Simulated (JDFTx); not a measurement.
Crystal: SiC (Moissanite).

```
CELL_PARAMETERS angstrom
3.07600 0.00000 0.00000
-1.53800 2.66389 0.00000
0.00000 0.00000 5.04800
ATOMIC_POSITIONS crystal
Si 0.66667 0.33333 0.50000
Si 0.33333 0.66667 0.00000
C 0.66667 0.33333 0.88500
C 0.33333 0.66667 0.38500
```

Base run:

| Quantity | Value |
| --- | --- |
| Program | JDFTx 1.7.0 (patched build) |
| Functional | PBE |
| Potentials or basis | PseudoDojo-SR-PBE-0.5-standard |
| Cutoff | 1116 eV |
| Density cutoff | 8925 eV |
| k mesh | 10 × 10 × 5 |
| Occupations | fermi-dirac, width 0.05 eV |
| Spin | no spin polarisation |

Its results: band gap on the k mesh 2.49 eV, indirect (least direct gap 4.09 eV); pressure 3.7 GPa; largest force 0.760 eV/Å.

**Question.** The run is repeated on the same cell with these changes: k mesh from 10 × 10 × 5 to 5 × 5 × 2. What comes out?

**Answer.** Band gap on the k mesh 2.82 eV, indirect (least direct gap 4.20 eV); pressure 3.8 GPa; largest force 0.720 eV/Å.

Caveats: some runs use coarse meshes; the empty levels aren't tightly converged; an odd mesh through Γ misses points on the zone boundary, where band edges often lie.
